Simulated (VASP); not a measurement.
Input for VASP

File POSCAR:
```
ZnTe
1
    0.0000000000     3.0500000000     3.0500000000
    3.0500000000     0.0000000000     3.0500000000
    3.0500000000     3.0500000000     0.0000000000
Zn Te
1 1
Direct
  0.0000000000   0.0000000000   0.0000000000
  0.2500000000   0.2500000000   0.2500000000
```

KPOINTS:
```
Automatic mesh
0
Gamma
7 7 7
0 0 0
```

### INCAR
```
ISMEAR=0   # Gaussian
IBRION=2
LASPH=.TRUE.   # aspherical one-centre terms
PARAM1=0.1833333333
PREC=Accurate
LUSE_VDW=.TRUE.
EDIFFG=-0.01   # ionic stop
NELM=100
SYSTEM=ZnTe
LMAXMIX=4   # l cut-off of mixed one-centre charges
PARAM2=0.22
ISIF=3   # ions, shape and volume
EDIFF=1E-6
GGA=BO
SIGMA=0.05   # width (eV)
LREAL=.FALSE.
NSW=60   # most ionic steps
ALGO=Normal
ENCUT=520
LWAVE=.FALSE.
LCHARG=.FALSE.
AGGAC=0.0
```

POTCAR, in this order: Zn Te (PBE.64 set). Program: vasp_std.

### Question
Translate this optB88-vdW calculation to Quantum ESPRESSO's pw.x.

### Answer
One equivalent input (not run):
```
&CONTROL
  calculation = 'vc-relax'
  pseudo_dir = './pseudo'
  outdir = './out'
  tprnfor = .true.
  tstress = .true.
  nstep = 60
  forc_conv_thr = 0.00039
/
&SYSTEM
  ibrav = 0
  nat = 2
  ntyp = 2
  ecutwfc = 84
  occupations = 'smearing'
  smearing = 'gaussian'
  degauss = 0.003675
  input_dft = 'vdw-df-obk8'
/
&ELECTRONS
  conv_thr = 7.3e-08
  electron_maxstep = 100
/
&IONS
/
&CELL
/
ATOMIC_SPECIES
  Zn 65.380 Zn.upf
  Te 127.600 Te.upf
CELL_PARAMETERS angstrom
     0.0000000    3.0500000    3.0500000
     3.0500000    0.0000000    3.0500000
     3.0500000    3.0500000    0.0000000
ATOMIC_POSITIONS crystal
  Zn   0.0000000  0.0000000  0.0000000
  Te   0.2500000  0.2500000  0.2500000
K_POINTS automatic
  7 7 7 0 0 0
```
What does not carry over: the potentials are each code's own (VASP's PAW set, PseudoDojo norm-conserving files in pw.x), so ENCUT and ecutwfc are chosen apart and not converted; conv_thr bounds pw.x's estimated SCF error, while EDIFF bounds the energy change between steps; forc_conv_thr acts on force components and is met together with etot_conv_thr.

The compound is ZnTe in the zinc blende structure. This run relaxes it. Symmetry was kept, so distortions that lower it aren't found.
